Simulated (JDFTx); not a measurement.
# ZnS: equation of state with PBEsol

**Measured values to compare with.**

From “Electronic, vibrational, and thermodynamic properties of ZnS (zincblende and rocksalt structure)”, 2009, arxiv:0911.5022, for a bulk crystal of ZnS: bulk modulus 76.9 GPa.

ZnS:

```
CELL_PARAMETERS angstrom
0.00000 2.70200 2.70200
2.70200 0.00000 2.70200
2.70200 2.70200 0.00000
ATOMIC_POSITIONS crystal
Zn 0.75000 0.75000 0.75000
S 0.00000 0.00000 0.00000
```

* Program: JDFTx 1.7.0 (patched build)
* Task: equation of state
* Functional: PBEsol
* Potentials or basis: PseudoDojo-SR-PBEsol-0.4.1-standard with smoothed tails
* Cutoff: 1143 eV
* Density cutoff: 9143 eV
* k mesh: 9 × 9 × 9
* Occupations: fermi-dirac, width 0.05 eV
* Spin: no spin polarisation

The equilibrium volume is 19.20 Å³/atom, the bulk modulus is 79 GPa and the pressure derivative of the bulk modulus is 4.4.

Energy against volume, from the lowest point:
| volume (Å³/atom) | energy (meV/atom) |
| --- | --- |
| 18.543 | 5.58 |
| 18.938 | 0.64 |
| 19.332 | 0.00 |
| 19.727 | 3.20 |
| 20.121 | 9.84 |
| 20.516 | 19.55 |
| 20.910 | 32.01 |

Against the measured bulk modulus of ZnS, 76.9 GPa (quoted in “Electronic, vibrational, and thermodynamic properties of ZnS (zincblende and rocksalt structure)”, 2009, arxiv:0911.5022), the calculated 79 GPa is off by +2.5 %. The fit is for a static lattice scaled at fixed shape and fixed fractional positions.
